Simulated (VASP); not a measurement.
Write the native input for VASP 6.6.1 that does the following.

| Quantity | Value |
| --- | --- |
| Task | band structure |
| Functional | PBE |
| Dispersion | D2 |
| Potentials or basis | VASP PAW PBE potentials, release 64 (Hg) |
| Cutoff | 520 eV |
| k mesh | 7 × 7 × 7 |
| Occupations | methfessel-paxton, width 0.2 eV |
| Spin | spin-orbit coupling, no magnetisation |
| Further INCAR settings | ALGO = Fast; EDIFF = 1e-06; NBANDS = 23 |

The structure of Hg lies in POSCAR:

```
Hg
3.2739
   -0.573241832493      0.573241832493      0.585492792999
    0.573241832493     -0.573241832493      0.585492792999
    0.573241832493      0.573241832493     -0.585492792999
Hg
1
Direct
    0.5000000000      0.5000000000      0.0000000000
```

One way to write it, as run:

INCAR

```
ALGO = Fast ; EDIFF = 1E-6
ENCUT = 520 ; GGA = PE
GGA_COMPAT = False ; ISIF = 2
ISMEAR = 1 ; IVDW = 1
LASPH = True ; LCHARG = False
LORBIT = 11 ; LREAL = False
LSORBIT = True ; LWAVE = False
MAGMOM = 0 0 0 ; NBANDS = 23
NELM = 80 ; PREC = Accurate
SIGMA = 0.2
```

KPOINTS

```
k-points
0
Gamma
  7 7 7
```

KPOINTS_OPT

```
path GXYSGZS1NPY1Z,XP
10
line-mode
reciprocal
 0.0000000000  0.0000000000  0.0000000000  G
 0.0000000000  0.0000000000  0.5000000000  X

 0.0000000000  0.0000000000  0.5000000000  X
-0.4792947241  0.4792947241  0.5000000000  Y

-0.4792947241  0.4792947241  0.5000000000  Y
-0.4896473621  0.4896473621  0.4896473621  S

-0.4896473621  0.4896473621  0.4896473621  S
 0.0000000000  0.0000000000  0.0000000000  G

 0.0000000000  0.0000000000  0.0000000000  G
 0.5000000000  0.5000000000 -0.5000000000  Z

 0.5000000000  0.5000000000 -0.5000000000  Z
 0.4896473621  0.5103526379 -0.4896473621  S1

 0.4896473621  0.5103526379 -0.4896473621  S1
 0.0000000000  0.5000000000  0.0000000000  N

 0.0000000000  0.5000000000  0.0000000000  N
 0.2500000000  0.2500000000  0.2500000000  P

 0.2500000000  0.2500000000  0.2500000000  P
 0.5000000000  0.5000000000 -0.4792947241  Y1

 0.5000000000  0.5000000000 -0.4792947241  Y1
 0.5000000000  0.5000000000 -0.5000000000  Z

 0.0000000000  0.0000000000  0.5000000000  X
 0.2500000000  0.2500000000  0.2500000000  P
```

Potentials or basis: VASP PAW PBE potentials, release 64 (Hg).

Run with:

```console
$ cat potpaw_PBE.64/Hg/POTCAR > POTCAR
$ mpirun -np 1 vasp_ncl > vasp.out
```

It gave:

| Quantity | Value |
| --- | --- |
| Pressure | 0.2 GPa |
| Valence electrons inside the program's atomic spheres | Hg 10.42 |
| Dispersion energy per atom | -0.978 eV |

Run time: 85 s on 1 thread of Intel(R) Xeon(R) Platinum 8375C CPU @ 2.90GHz (Ice Lake), on a shared host, peak memory 0.23 GiB.
